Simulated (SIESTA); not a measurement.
Crystal: PtS2.

```
Pt S
1.0
     3.54320    0.00000    0.00000
    -1.77160    3.06850    0.00000
     0.00000    0.00000    5.03880
Pt S
1 2
Direct
  0.00000 0.00000 0.00000
  0.66667 0.33333 0.77300
  0.33333 0.66667 0.22700
```

```yaml
Program: SIESTA 5.4.2
Task: relaxation of cell and atoms
Functional: PBE
Potentials_or_basis: PseudoDojo 0.4 standard (PBE files)
Basis: SZ (energy shift 0.003 Ry)
Grid_cutoff: 800 Ry
Energy_shift: 0.003 Ry
k_mesh: 9 × 9 × 5
Occupations: fermi-dirac, width 0.05 eV
Spin: no spin polarisation
```

At the start: pressure 33.0 GPa; volume 18.26 Å³/atom.

Problem. How do energy, volume and symmetry change on relaxing?

Solution. Over 14 steps the energy falls by 370.9 meV/atom and the volume is 20.22 Å³/atom (+10.7 %); space group P-3m1 (No. 164, to 0.05 Å).

Step by step:
| step | energy change (eV) | largest force (eV/Å) | pressure (GPa) | volume (Å³) |
| --- | --- | --- | --- | --- |
| 1 | 0.0000 | 3.9911 | 32.96 | 54.78 |
| 2 | -0.7904 | 1.9445 | 15.42 | 57.80 |
| 3 | -1.0926 | 0.4057 | 3.03 | 60.91 |
| 4 | -1.1089 | 0.0688 | 0.40 | 61.75 |
| 5 | -1.1094 | 0.0086 | -0.08 | 61.91 |
| 6 | -1.1096 | 0.0032 | -0.19 | 61.94 |
| 7 | -1.1103 | 0.0327 | -0.55 | 61.97 |
| 8 | -1.1110 | 0.0351 | -0.74 | 61.88 |
| 9 | -1.1116 | 0.0044 | -0.68 | 61.64 |
| 10 | -1.1119 | 0.0352 | -0.41 | 61.40 |
| 11 | -1.1122 | 0.0590 | -0.16 | 61.24 |
| 12 | -1.1124 | 0.0677 | 0.03 | 61.08 |
| 13 | -1.1127 | 0.0592 | 0.20 | 60.83 |
| 14 | -1.1127 | 0.0299 | 0.20 | 60.65 |

Final structure:
```
CELL_PARAMETERS angstrom
3.72179 -0.00001 0.00000
-1.86090 3.22316 0.00000
-0.00001 0.00000 5.05561
ATOMIC_POSITIONS crystal
Pt 0.00000 0.00000 0.00000
S 0.66667 0.33333 0.74237
S 0.33333 0.66667 0.25763
```

Caveat: the basis has no polarisation orbitals; short orbitals over semicore shells can move pressures by several GPa; the volume moved by +11 % from the deposited cell, more than functionals usually miss; the basis of atomic orbitals isn't converged, which shifts pressures, moduli and gaps.
